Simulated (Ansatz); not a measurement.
A run of Ansatz 0.2.0:

input.yaml

```yaml
crystal:
  lattice:
    - [0.0, 1.964776, 1.964776]
    - [1.964776, 0.0, 1.964776]
    - [1.964776, 1.964776, 0.0]
  atoms:
    - { symbol: Zn, position: [0.0, 0.0, 0.0] }
kpoints:
  mp_grid: { grid: [12, 12, 12] }
scf:
  occupations: { method: fermi_dirac, width: 0.05 }
hamiltonian:
  xc: pbesol
  pseudopotentials: { kind: all_electron, lapw: { basis_error: 0.001 } }
output:
  forces: true
  stress: true
relax:
  f_tol: 0.005
  max_steps: 60
  cell: { p_target: 10 }
```

Potentials or basis: all-electron LAPW, scalar-relativistic.

Command:

```console
$ ansatz run input.yaml --threads 1 --pin off --max-ram 3072MiB --backend cpu --events-out ev --progress --plain --runs-dir out
```

Hardware: 1 thread of Arm Neoverse V2 (shared host).

Question: How long does it take, and how much memory?

Answer: Wall time 12 s on 1 thread of Arm Neoverse V2 (shared host), peak memory 0.26 GiB. Counts: scf iterations 21, plane waves 137, k points 72, bands 14, ion steps 5.
